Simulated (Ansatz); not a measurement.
Density of states of BiTe (Fm-3m, a = 6.502 Å, b = 6.502 Å, c = 6.502 Å, α = 90.00°, β = 90.00°, γ = 90.00°), in states per eV and primitive cell, averaged over bins of 0.3 eV. Method: Ansatz 0.2.0, DFT PBE, scalar-relativistic, plane waves, PAW.

Plane waves to 420 eV, a k mesh through Γ of 12×12×12 on the computed 2-atom cell and Gaussian smearing (0.10 eV); no spin polarisation.

The cell is relaxed at this level. The states (both spins) are summed by tetrahedra on a 18×18×18 mesh at the self-consistent density. Energies are bin centres; the table starts no lower than −8 eV and ends at 6 eV, or lower where the solved bands end.

It is a metal at this level.

```tsv
E − E_F (eV)	total	Bi 6p	Te 5p	Te 5s	Bi 6s
-5.40	0.31	0.15	0.16	0.00	0.00
-5.10	0.61	0.28	0.32	0.00	0.00
-4.80	0.84	0.37	0.45	0.01	0.01
-4.50	1.07	0.46	0.58	0.01	0.01
-4.20	1.37	0.57	0.77	0.01	0.02
-3.90	1.88	0.75	1.08	0.02	0.02
-3.60	1.93	0.73	1.13	0.02	0.03
-3.30	1.91	0.69	1.15	0.03	0.03
-3.00	1.90	0.63	1.19	0.03	0.04
-2.70	1.91	0.57	1.25	0.03	0.05
-2.40	1.83	0.46	1.27	0.03	0.06
-2.10	1.88	0.33	1.43	0.02	0.07
-1.80	2.37	0.21	1.96	0.02	0.15
-1.50	0.18	0.01	0.16	0.00	0.01
-1.20	0.00	0.00	0.00	0.00	0.00
-0.90	0.00	0.00	0.00	0.00	0.00
-0.60	0.40	0.32	0.03	0.04	0.00
-0.30	1.98	1.63	0.17	0.13	0.01
0.00	1.63	1.22	0.27	0.08	0.01
0.30	1.31	0.90	0.31	0.05	0.01
0.60	1.24	0.80	0.34	0.04	0.01
0.90	1.20	0.74	0.37	0.04	0.01
1.20	1.19	0.72	0.39	0.03	0.01
1.50	1.22	0.72	0.42	0.03	0.01
1.80	1.29	0.75	0.45	0.02	0.01
2.10	1.50	0.87	0.54	0.02	0.01
2.40	1.71	0.82	0.55	0.01	0.01
2.70	1.61	0.75	0.54	0.01	0.01
3.00	1.37	0.61	0.46	0.01	0.00
3.30	1.49	0.60	0.46	0.00	0.00
3.60	1.33	0.44	0.35	0.00	0.00
3.90	1.17	0.30	0.25	0.00	0.00
4.20	1.11	0.18	0.15	0.00	0.00
4.50	1.14	0.14	0.11	0.00	0.00
4.80	0.87	0.04	0.03	0.00	0.00
5.10	0.90	0.01	0.01	0.00	0.00
5.40	0.87	0.01	0.00	0.00	0.00
```

The columns after the total are the Löwdin projections on the occupied valence shells of the potentials. The rest of the total lies in shells that are empty in the free atom, which aren't projected, and between the atoms.

Spin-orbit coupling is left out, which matters for the bands of heavy elements.